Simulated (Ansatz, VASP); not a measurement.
**MgSe: VASP beside Ansatz**

```
Mg Se
1.0
     0.00000    2.58922    2.65736
     2.58922    0.00000    2.65736
     2.58922    2.58922    0.00000
Mg Se
1 1
Direct
  0.00000 0.00000 0.00000
  0.50000 0.50000 0.50000
```

Change from the starting cell: strain -0.050 along x and y, -0.025 along z, atoms carried along.

Alike in both runs: task single point; functional PBEsol; k mesh 8 × 8 × 8; occupations gaussian, width 0.05 eV; no spin polarisation.

|  | VASP | Ansatz |
| --- | --- | --- |
| version | VASP 6.6.1 | Ansatz 0.2.0 |
| potentials or method | VASP PAW PBE potentials, release 64 (Mg, Se) | scalar-relativistic, plane waves, PAW |
| plane-wave cutoff (eV) | 520 | 420 |
| valence electrons in the cell | 8 | 26 |

|  | VASP | Ansatz | Ansatz less VASP |
| --- | --- | --- | --- |
| gap on the k mesh at the Fermi level (eV) | 1.83 | 1.84 | +0.010 |
| least direct gap on the mesh (eV) | 3.35 | 3.35 | -0.008 |
| pressure (GPa) | 10.9 | 10.8 | -0.04 |
| largest component of the traceless stress (GPa) | 2.88 | 2.86 | -0.018 |

The two sets of potentials don't hold the same shells in valence.

Caveats: the PAW data sets were made with another functional, which shifts forces and pressure a little (VASP). A k mesh can miss the band edges.
